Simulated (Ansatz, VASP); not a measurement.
**PbSe in VASP and in Ansatz**

```
Pb Se
1.0
     4.25894    0.00000    0.00000
    -2.12947    3.68835    0.00000
     0.00000    0.00000    7.65736
Pb Se
2 2
Direct
  0.66667 0.33333 0.75000
  0.33333 0.66667 0.25000
  0.00000 0.00000 0.00000
  0.00000 0.00000 0.50000
```

Alike in both runs: functional PBE; k mesh 6 × 6 × 4; occupations gaussian, width 0.1 eV; no spin polarisation.

Ansatz relaxed the structure, and its values are those at the end. VASP's run is a single point on that final structure, the one shown.

|  | VASP | Ansatz |
| --- | --- | --- |
| version | VASP 6.6.1 | Ansatz 0.2.0 |
| potentials or method | VASP PAW PBE potentials, release 64 (Pb_d, Se) | scalar-relativistic, plane waves, PAW |
| plane-wave cutoff (eV) | 520 | 420 |
| valence electrons in the cell | 40 | 60 |

|  | VASP | Ansatz | Ansatz less VASP |
| --- | --- | --- | --- |
| gap on the k mesh at the Fermi level (eV) | 0.16 | 0.16 | -0.004 |
| least direct gap on the mesh (eV) | 0.24 | 0.24 | -0.004 |
| pressure (GPa) | 0.1 | 0.1 | +0.02 |

The functional is the same, so the differences come from potentials, cutoffs and numerics. The two sets of potentials don't hold the same shells in valence.

Caveats: spin-orbit coupling is left out, which as a rule narrows the gap of such compounds by several tenths of an eV.
